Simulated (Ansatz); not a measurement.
Al: rattling a relaxed structure

The cell was found from a structure generator's guess, not taken from experiment.

Computed with Ansatz, DFT PBE, scalar-relativistic, plane waves, PAW. Settings: cutoff 420 eV, Γ-centred mesh 20×20×22 on the computed 1-atom cell, Gaussian smearing of 0.10 eV; no spin polarisation.

The cell below (1 atom, space group Pm-3m (No. 221)) is relaxed within its symmetry.

```
Al
1.0
     2.71896    0.00000    0.00000
     0.00000    2.71896    0.00000
     0.00000    0.00000    2.72828
Al
1
Direct
  0.00000 0.00000 0.50000
```

For the test a repeat of it with 8 atoms (edges 5.44, 5.44, 5.46 Å) was strained at random (σ = 1.5 % a component), the atoms were moved at random (σ = 0.05 Å), and all was relaxed again on a coarse 4×4×4 mesh (in the run’s order of axes) with 0.20 eV smearing, with no symmetry imposed.

Task: What happens?

Result: It doesn't return. The energy falls by 365 meV/atom on that mesh, the volume changes by -18.2 %, and the end has space group Fm-3m (No. 225) at a loose tolerance. Relaxed again on a 26×26×26 mesh with 0.10 eV smearing, the new structure lies 373 meV/atom below the first (mesh in the axes of the run's cell; the cell below is made exact in the group named). Space group Fm-3m (No. 225), cubic, a = 4.041 Å. Al is surrounded by 12 Al at 2.86 Å.

```
CELL_PARAMETERS angstrom
0.00000 2.02043 2.02043
2.02043 0.00000 2.02043
2.02043 2.02043 0.00000
ATOMIC_POSITIONS crystal
Al 0.00000 0.00000 0.00000
```
